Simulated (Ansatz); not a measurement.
Planning a run of Ansatz 0.2.0 on BeTe (F-43m). The input:

```yaml
crystal:
  lattice:
    - [0.0, 2.8314587876, 2.8314587876]
    - [2.8314587876, 0.0, 2.8314587876]
    - [2.8314587876, 2.8314587876, 0.0]
  atoms:
    - { symbol: Be, position: [0.0, 0.0, 0.0] }
    - { symbol: Te, position: [0.75, 0.75, 0.75] }
kpoints:
  mp_grid: { grid: [4, 4, 4] }
  band_path:
    path:
      - [0.0, 0.0, 0.0]
      - [-0.5, -0.5, 0.0]
      - [-0.375, -0.375, 0.25]
      - [-0.375, 0.0, 0.375]
      - [0.0, 0.0, 0.5]
      - [-0.5, -0.25, 0.25]
    npoints: 1
hamiltonian:
  xc: hse06
  pseudopotentials: { kind: paw_fr, azcp: { folder: soft_1 } }
scf:
  occupations: { method: fixed }
  n_extra_bands: 8
magnetization:
  noncollinear: true
  spin_orbit: true
output:
  eigenvalues: true
  write_density: true
  write_potential: true
  elf: true
  volumetric_format: npy
```

```sh
ansatz run input.yaml --threads 3 --pin off --max-ram 92160MiB --backend cuda --events-out ev --progress --plain --runs-dir out --devices 1 --max-vram 13GiB
```

**Question.** How long will it take on 1 × NVIDIA H100 80GB HBM3 (shared by 6 runs) with 3 threads of AMD EPYC 7R13 (Zen 3), shared host, and how much memory?

It took 25 s; on shared hardware allow 12 s to 50 s. Peak host memory was 1.3 GiB. The sizes that set the cost: 893 plane waves a state, 8 irreducible k points and 11 SCF cycles.

Exact exchange couples every pair of k points and filled bands, so it costs far more than a semilocal run.

[Paths, hosts, dates, memory and timing lines, banners, echoed tables and standing remarks are left out of the program output.]

[Logs are printed without paths, hosts, clocks, repeated set-up lines and the standing remarks that a program may print on its own settings, such as how far it seeks lower states.]

[Runs of the session that timed out or met a known fault of the program may be left out.]

[Cells called generated may have been cut or substituted from an entry of the Crystallography Open Database or the Materials Project.]

[Hosts, paths, dates, database ids (printed as entryN), source tags and the programs' standing remarks are cut or masked in the printed files.]
